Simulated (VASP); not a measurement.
# Sb (I4/mmm) in VASP: notebook

One crystal, Sb, is run at these levels: r2SCAN; tasks: single point.

Everything below comes from runs of VASP 6.6.1. Logs are shortened: lines on timing, memory, paths and dates and some standing lists are left out, and cuts for length are marked.

### 1 The structure

It takes space group I4/mmm (No. 139, tetragonal). The conventional cell has a = 3.153 Å, b = 3.153 Å, c = 5.424 Å, α = 90.00°, β = 90.00°, γ = 90.00°. Around Sb (site symmetry 4/mmm) lie 12 Sb at 3.15 to 3.51 Å.

This isn't the form of Sb at room conditions, which is rhombohedral.

### 2 Single point, r2SCAN

Contents of INCAR:

```
ADDGRID = False
ALGO = Normal
EDIFF = 0.001
ENCUT = 400
ISIF = 2
ISMEAR = 0
LASPH = True
LCHARG = False
LMIXTAU = True
LREAL = False
LWAVE = False
METAGGA = R2SCAN
NBANDS = 8
NELM = 100
PREC = Accurate
SIGMA = 0.05
```

Contents of KPOINTS:

```
k-points
0
Gamma
  5 5 5
```

Contents of POSCAR:

```
Sb
1.0
   -1.5638750000      1.6131910000      2.7402030000
    1.6104090000     -1.5604430000      2.7365900000
    1.5281950000      1.5247630000     -2.7095380000
Sb
1
Direct
    0.0004760000      0.0218010000      0.0165680000
```

Potentials or basis: VASP PAW PBE potentials, release 64 (Sb).

Run with:

```
$ cat potpaw_PBE.64/Sb/POTCAR > POTCAR
$ mpirun -np 1 vasp_std > vasp.out
```

OUTCAR:

```text
EDIFF = 0.001
   ENCUT = 400
   ISIF = 2
   ISMEAR = 0
   LASPH = True
   LREAL = False
   METAGGA = R2SCAN
   NELM = 100
   PREC = Accurate

 Found     63 irreducible k-points:

 Following reciprocal coordinates:
            Coordinates               Weight
  0.000000  0.000000  0.000000      1.000000
  0.200000  0.000000 -0.000000      2.000000
  0.400000  0.000000 -0.000000      2.000000
  0.000000  0.200000  0.000000      2.000000
  0.200000  0.200000 -0.000000      2.000000
  0.400000  0.200000 -0.000000      2.000000
   k-points           NKPTS =     63   k-points in BZ     NKDIM =     63   number of bands    NBANDS=      8
   number of dos      NEDOS =    301   number of ions     NIONS =      1
   total plane-waves  NPLWV =  13824
   dimension x,y,z NGX =    24 NGY =   24 NGZ =   24
   dimension x,y,z NGXF=    48 NGYF=   48 NGZF=   48
   ions per type =               1
   NGX,Y,Z   is equivalent  to a cutoff of  11.26, 11.28, 11.52 a.u.
   NGXF,Y,Z  is equivalent  to a cutoff of  22.52, 22.55, 23.03 a.u.
 SYSTEM =  unknown system
   PREC   = accura    normal or accurate (medium, high low for compatibility)
   ISTART =      0    job   : 0-new  1-cont  2-samecut
   ICHARG =      2    charge: 1-file 2-atom 10-const
   ISPIN  =      1    spin polarized calculation?
   LNONCOLLINEAR =      F non collinear calculations
   LSORBIT =      F    spin-orbit coupling
   LASPH  =      T    aspherical Exc in radial PAW
   ENCUT  =  400.0 eV  29.40 Ry    5.42 a.u.   5.78  5.77  5.65*2*pi/ulx,y,z
   NELM   =    100;   NELMIN=  2; NELMDL= -5     # of ELM steps
   EDIFF  = 0.1E-02   stopping-criterion for ELM
   LREAL  =      F    real-space projection
   EDIFFG = 0.1E-01   stopping-criterion for IOM
   NSW    =      0    number of steps for IOM
   IBRION =     -1    ionic relax: 0-MD 1-quasi-New 2-CG
   NFREE  =      0    steps in history (QN), initial steepest desc. (CG)
   ISIF   =      2    stress and relaxation
   ISYM   =      2    0-nonsym 1-usesym 2-fastsym
   POTIM  = 0.5000    time-step for ionic-motion
   TEBEG  =    0.0;   TEEND  =   0.0 temperature during run
   PSTRESS=    0.0 pullay stress
   NELECT =       5.0000    total number of electrons
   NUPDOWN=      -1.0000    fix difference up-down
   EMIN   =  10.00;   EMAX   =-10.00  energy-range for DOS
   EFERMI =   0.00;   METHOD = LEGACY
   ISMEAR =     0;   SIGMA  =   0.05  broadening in eV -4-tet -1-fermi 0-gaus
   EFERMI_NEDOS =   21; number of points for ismear=-14 and -15
   IALGO  =     38    algorithm
   IMIX   =      4    mixing-type and parameters
     AMIX     =   0.40;   BMIX     =  1.00
     AMIX_MAG =   1.60;   BMIX_MAG =  1.00
  volume/ion in A,a.u.               =      26.96       181.95
  Fermi-wavevector in a.u.,A,eV,Ry     =   0.933573  1.764197 11.858272  0.871558
  Thomas-Fermi vector in A             =   2.060288
   LORBIT       =      0    0 simple, 1 ext, 2 COOP (PROOUT), +10 PAW based schemes
   METAGGA = R2SCAN    functional components
   LHFCALC =     F    Hartree Fock is set to
   AEXX    =    0.0000 exact exchange contribution
   IVDW    =     0    specifies the selected vdW correction
   LEPSILON=     F    determine dielectric tensor
   LRPA    =     F    only Hartree local field effects (RPA)
 non-spin polarized calculation
 Gauss-broadening in eV      SIGMA  =   0.05
  energy-cutoff  :      400.00
  volume of cell :       26.96
 maximum number of plane-waves:       498
   NGX = 11   NGY = 11   NGZ = 11

 number of electron       5.0000000 magnetization

 Free energy of the ion-electron system (eV)
  ---------------------------------------------------
  ext. energy  EPLUGINS =         0.00000000
  ---------------------------------------------------
  free energy    TOTEN  =       -25.19760799 eV

  energy without entropy =      -25.19701647  energy(sigma->0) =      -25.19731223

 E-fermi :   8.5434     XC(G=0): -10.7813

 val. band max:        8.5166653102   @ k =   0.4000   0.4000   0.2000
 cond. band min:       8.6065254343   @ k =   0.2000   0.2000  -0.0000
 fundamental gap:      0.0898601241
 Fermi energy:         8.5433978179

 k-point     1 :       0.0000    0.0000    0.0000
  band No.  band energies     occupation
      1      -5.1334      2.00000
      2      13.1792      0.00000
      3      14.2024      0.00000
      4      14.2510      0.00000
      5      18.1106      0.00000
      6      19.3469      0.00000
      7      19.7429      0.00000
      8      20.0058      0.00000

 k-point     2 :       0.2000    0.0000   -0.0000
  band No.  band energies     occupation
      1      -4.3033      2.00000
      2       9.1003      0.00000
      3      12.0864      0.00000
      4      14.1688      0.00000
      5      16.7024      0.00000
      6      18.5960      0.00000
      7      20.8931      0.00000
      8      21.1683      0.00000

 k-point     3 :       0.4000    0.0000   -0.0000
  band No.  band energies     occupation
      1      -2.0106      2.00000
      2       3.5873      2.00000
      3      10.6093      0.00000
      4      14.3032      0.00000
      5      15.2638      0.00000
      6      18.9384      0.00000
      7      20.1210      0.00000
      8      20.9630      0.00000

 k-point     4 :       0.0000    0.2000    0.0000
  band No.  band energies     occupation
      1      -4.3017      2.00000
      2       9.1138      0.00000
      3      12.0664      0.00000
      4      14.1660      0.00000
      5      16.6793      0.00000
      6      18.5948      0.00000
      7      20.8850      0.00000
      8      21.1912      0.00000

 k-point     5 :       0.2000    0.2000   -0.0000
  band No.  band energies     occupation
      1      -3.0927      2.00000
      2       7.9651      2.00000
      3       8.6065      0.07418
      4      11.3019      0.00000
      5      17.6296      0.00000
      6      18.7721      0.00000
      7      20.1685      0.00000
      8      22.0410      0.00000

 k-point     6 :       0.4000    0.2000   -0.0000
  band No.  band energies     occupation
      1      -0.7198      2.00000
      2       3.4857      2.00000
      3       8.7141      0.00000
      4      10.3538      0.00000
      5      15.8620      0.00000
      6      17.9333      0.00000
      7      22.2384      0.00000
      8      22.7681      0.00000

 [... further k-points ...]

------------------------ aborting loop because EDIFF is reached ----------------------------------------

  FORCE on cell =-STRESS in cart. coord.  units (eV):
  Direction    XX          YY          ZZ          XY          YZ          ZX
  --------------------------------------------------------------------------------------
  -------------------------------------------------------------------------------------
  Total        0.0283387      0.0342550     -0.0518246     -0.2107858      0.3144549      0.3090668
  in kB        1.6839951      2.0355641     -3.0796203    -12.5257023     18.6861197     18.3659376
  external PRESSURE =       0.2133130 kB  Pullay stress =       0.0000000 kB

 VOLUME and BASIS-vectors are now :
 -----------------------------------------------------------------------------
  energy-cutoff  :      400.00
  volume of cell :       26.96
      direct lattice vectors                 reciprocal lattice vectors
    -1.563875000  1.613191000  2.740203000     0.002055809  0.316948054  0.179518554
     1.610409000 -1.560443000  2.736590000     0.317083613  0.001847581  0.179876686
     1.528195000  1.524763000 -2.709538000     0.322328449  0.322401118 -0.005843793

 POSITION                                       TOTAL-FORCE (eV/Angst)
 -----------------------------------------------------------------------------------
      0.05968     -0.00799      0.01607        -0.000000      0.000000      0.000000
 -----------------------------------------------------------------------------------
    total drift:                               -0.000000     -0.000000      0.000001

  FREE ENERGIE OF THE ION-ELECTRON SYSTEM (eV)
  ---------------------------------------------------
  free  energy   TOTEN  =       -25.1976079926 eV

  energy  without entropy=      -25.1970164669  energy(sigma->0) =      -25.19731223
```

It took 14 s on 1 thread of Intel Xeon Platinum 8375C at 2.90GHz (Ice Lake), shared host; peak memory 0.14 GiB.

The run converged, but some of its settings lie outside the range that counts as converged, so its numbers aren't taken as properties of the crystal.

What came out:

```yaml
Free_energy: -25.1976 eV
Pressure: 0.0 GPa
Band_gap_on_the_k_mesh: none (metal or under the smearing width)
```

Caveat: the k mesh is coarse (spacing up to 0.57 Å⁻¹), so the values aren't converged; the PAW data sets were made with another functional, which shifts forces and pressure a little.

### 3 Single point, r2SCAN

Edit INCAR of step 2 so:

```diff
@@ -2,3 +2,3 @@
 ALGO = Normal
-EDIFF = 0.001
+EDIFF = 1E-4
 ENCUT = 400
```

KPOINTS is that of step 2.

Contents of POSCAR:

```
Sb
1.0
   -1.5765401831      1.5765401831      2.7119384313
    1.5765401831     -1.5765401831      2.7119384313
    1.5765401831      1.5765401831     -2.7119384313
Sb
1
Direct
    0.0000000000      0.0000000000      0.0000000000
```

Potentials or basis: VASP PAW PBE potentials, release 64 (Sb).

Run with:

```
$ cat potpaw_PBE.64/Sb/POTCAR > POTCAR
$ mpirun -np 1 vasp_std > vasp.out
```

Run time: 8.4 s. Hardware: 1 thread of Intel Xeon Platinum 8375C at 2.90GHz (Ice Lake), shared host; peak memory 0.13 GiB.

The run converged, but some of its settings lie outside the range that counts as converged, so its numbers aren't taken as properties of the crystal.

Results:

| Property | Result |
| --- | --- |
| Free energy | -25.1787 eV |
| Pressure | 0.9 GPa |
| Band gap on the k mesh | none (metal or under the smearing width) |

Caveat: the k mesh is coarse (spacing up to 0.56 Å⁻¹), so the values aren't converged; the PAW data sets were made with another functional, which shifts forces and pressure a little.

### 4 Single point, r2SCAN

INCAR is that of step 3.

KPOINTS is that of step 3.

Contents of POSCAR:

```
Sb
1.0
   -1.5638750000      1.6131910000      2.7402030000
    1.6104090000     -1.5604430000      2.7365900000
    1.5281950000      1.5247630000     -2.7095380000
Sb
1
Direct
    0.0004760000      0.0218010000      0.0165680000
```

Potentials or basis: VASP PAW PBE potentials, release 64 (Sb).

Run with:

```
$ cat potpaw_PBE.64/Sb/POTCAR > POTCAR
$ mpirun -np 1 vasp_std > vasp.out
```

OUTCAR:

```text
EDIFF = 1E-4
   ENCUT = 400
   ISIF = 2
   ISMEAR = 0
   LASPH = True
   LREAL = False
   METAGGA = R2SCAN
   NELM = 100
   PREC = Accurate

 Found     63 irreducible k-points:

 Following reciprocal coordinates:
            Coordinates               Weight
  0.000000  0.000000  0.000000      1.000000
  0.200000  0.000000 -0.000000      2.000000
  0.400000  0.000000 -0.000000      2.000000
  0.000000  0.200000  0.000000      2.000000
  0.200000  0.200000 -0.000000      2.000000
  0.400000  0.200000 -0.000000      2.000000
[... 141 lines left out ...]

------------------------ aborting loop because EDIFF is reached ----------------------------------------

  FORCE on cell =-STRESS in cart. coord.  units (eV):
  Direction    XX          YY          ZZ          XY          YZ          ZX
  --------------------------------------------------------------------------------------
  -------------------------------------------------------------------------------------
  Total        0.1432372      0.1492229      0.1176060     -0.2130112      0.3168886      0.3133946
  in kB        8.5117065      8.8674010      6.9886043    -12.6579477     18.8307431     18.6231139
  external PRESSURE =       8.1225706 kB  Pullay stress =       0.0000000 kB

 VOLUME and BASIS-vectors are now :
 -----------------------------------------------------------------------------
  energy-cutoff  :      400.00
  volume of cell :       26.96
      direct lattice vectors                 reciprocal lattice vectors
    -1.563875000  1.613191000  2.740203000     0.002055809  0.316948054  0.179518554
     1.610409000 -1.560443000  2.736590000     0.317083613  0.001847581  0.179876686
     1.528195000  1.524763000 -2.709538000     0.322328449  0.322401118 -0.005843793

 POSITION                                       TOTAL-FORCE (eV/Angst)
 -----------------------------------------------------------------------------------
      0.05968     -0.00799      0.01607         0.000000      0.000000      0.000000
 -----------------------------------------------------------------------------------
    total drift:                               -0.000000     -0.000000      0.000001

  FREE ENERGIE OF THE ION-ELECTRON SYSTEM (eV)
  ---------------------------------------------------
  free  energy   TOTEN  =       -25.1981761745 eV

  energy  without entropy=      -25.1975981879  energy(sigma->0) =      -25.19788718
```

OSZICAR:

```text
N       E                     dE             d eps       ncg     rms          rms(c)
DAV:   1    -0.188087830065E+02   -0.18809E+02   -0.14894E+03  1040   0.333E+02
DAV:   2    -0.257526170416E+02   -0.69438E+01   -0.68157E+01  1432   0.475E+01
DAV:   3    -0.258197678560E+02   -0.67151E-01   -0.67134E-01  1240   0.539E+00
DAV:   4    -0.258199612772E+02   -0.19342E-03   -0.19342E-03  1520   0.327E-01
DAV:   5    -0.258199617787E+02   -0.50143E-06   -0.50213E-06  1304   0.107E-02    0.152E+00
DAV:   6    -0.250835119849E+02    0.73645E+00   -0.12428E-01  1064   0.251E+00    0.988E-01
DAV:   7    -0.252381400530E+02   -0.15463E+00   -0.10897E-01  1008   0.224E+00    0.155E-01
DAV:   8    -0.251978046289E+02    0.40335E-01   -0.58963E-02  1056   0.172E+00    0.679E-02
DAV:   9    -0.251976083540E+02    0.19627E-03   -0.33189E-04  1424   0.140E-01    0.767E-02
DAV:  10    -0.251969056036E+02    0.70275E-03   -0.60251E-04  1048   0.179E-01    0.478E-02
DAV:  11    -0.251978336788E+02   -0.92808E-03   -0.91729E-04  1120   0.251E-01    0.533E-02
DAV:  12    -0.251980308715E+02   -0.19719E-03   -0.71774E-05  1032   0.703E-02    0.439E-02
DAV:  13    -0.251977943507E+02    0.23652E-03   -0.91270E-05   976   0.775E-02    0.650E-02
DAV:  14    -0.251981737394E+02   -0.37939E-03   -0.50503E-04  1040   0.185E-01    0.102E-02
DAV:  15    -0.251981761745E+02   -0.24351E-05   -0.42964E-06   536   0.165E-02
   1 F= -.25198176E+02 E0= -.25197887E+02  d E =-.577987E-03
```

stdout:

```text
POSCAR found type information on POSCAR Sb
 POSCAR found :  1 types and       1 ions
 scaLAPACK will be used
 -----------------------------------------------------------------------------
|                                                                             |
|                                                                             |
|     You enforced a specific xc type in the INCAR file but a different       |
|     I HOPE YOU KNOW WHAT YOU ARE DOING!                                     |
|                                                                             |
 -----------------------------------------------------------------------------

 LDA part: xc-table for (None), standard interpolation
 POSCAR, INCAR and KPOINTS ok, starting setup
 FFT: planning ... GRIDC
 FFT: planning ... GRID_SOFT
 FFT: planning ... GRID
 WAVECAR not read
 entering main loop
```

It took 22 s on 1 thread of Intel Xeon Platinum 8375C at 2.90GHz (Ice Lake), shared host; peak memory 0.14 GiB.

These settings aren't checked as converged: the numbers below hold their error.

Results:

```
Free energy            : -25.1982 eV
Pressure               : 0.8 GPa
Band gap on the k mesh : none (metal or under the smearing width)
```

Caveat: the k mesh is coarse (spacing up to 0.57 Å⁻¹), so the values aren't converged; the PAW data sets were made with another functional, which shifts forces and pressure a little.
